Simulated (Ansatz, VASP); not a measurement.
**One calculation of TaSi5, two programs**

```
CELL_PARAMETERS angstrom
2.94134 0.00000 0.00000
-1.47067 2.54728 0.00000
0.00000 0.00000 12.28297
ATOMIC_POSITIONS crystal
Ta 0.00000 0.00000 0.00000
Si 0.66667 0.33333 0.82700
Si 0.00000 0.00000 0.66632
Si 0.66667 0.33333 0.50000
Si 0.00000 0.00000 0.33368
Si 0.66667 0.33333 0.17300
```

Change from the starting cell: species swapped into the Mg5Cd type (P-6m2, No. 187).

Alike in both runs: functional PBE; k mesh 6 × 6 × 2; occupations gaussian, width 0.1 eV; no spin polarisation.

Ansatz relaxed the structure, and its values are those at the end. VASP's run is a single point on that final structure, the one shown.

```csv
,VASP,Ansatz
version,VASP 6.6.1,Ansatz 0.2.0
potentials or method,"VASP PAW PBE potentials, release 64 (Ta_pv, Si)","scalar-relativistic, plane waves, PAW"
plane-wave cutoff (eV),520,420
valence electrons in the cell,31,33
```

```csv
,VASP,Ansatz,Ansatz less VASP
gap on the k mesh at the Fermi level (eV),none,none,-
pressure (GPa),0.0,0.0,-0.01
```

A gap of «none» marks a metal or a gap that the smearing closes. The two sets of potentials don't hold the same shells in valence.

Caveats: the k mesh is coarse (spacing up to 0.41 Å⁻¹), so the values aren't converged. Spin-orbit coupling is left out, which matters for the levels of Ta.
